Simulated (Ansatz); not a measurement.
## TiO2 (P4_2/mnm): G0W0 and the starting functional

```
CELL_PARAMETERS angstrom
4.59400 0.00000 0.00000
0.00000 4.59400 0.00000
0.00000 0.00000 2.95900
ATOMIC_POSITIONS crystal
Ti 0.00000 0.00000 0.00000
Ti 0.50000 0.50000 0.50000
O 0.30480 0.30480 0.00000
O 0.69520 0.69520 0.00000
O 0.80480 0.19520 0.50000
O 0.19520 0.80480 0.50000
```

Held fixed (Ansatz):

| Quantity | Value |
| --- | --- |
| datasets | soft PAW set, first generation |
| k mesh | 4×4×6 |
| empty bands | 605 |
| response cutoff | 180 eV |
| frequencies | plasmon pole, fitted at the program's default frequency |
| q → 0 term | analytic weight of Carrier, Rohra and Görling |
| points solved | Γ |
| band sums | cut at the band count |

The gap is read direct at Γ, linearised, between the Kohn-Sham band edges among the points solved. Wave cutoffs: 420, 420 eV in the order of the table.

```tsv
orbitals	KS gap (eV)	G0W0 gap (eV)
PBEsol	1.86	3.37
PBE	1.89	?
```

Q: Fill in the row for PBE.

A: G0W0 gap 3.28 eV.

Soft PAW datasets can miss an all-electron G0W0 gap by more than 5 %. The PAW or pseudopotential files were made with PBE. Band sums or response are cut, so the gap isn't at its basis limit. The gap is read among the points solved; the crystal's band edges can lie elsewhere.
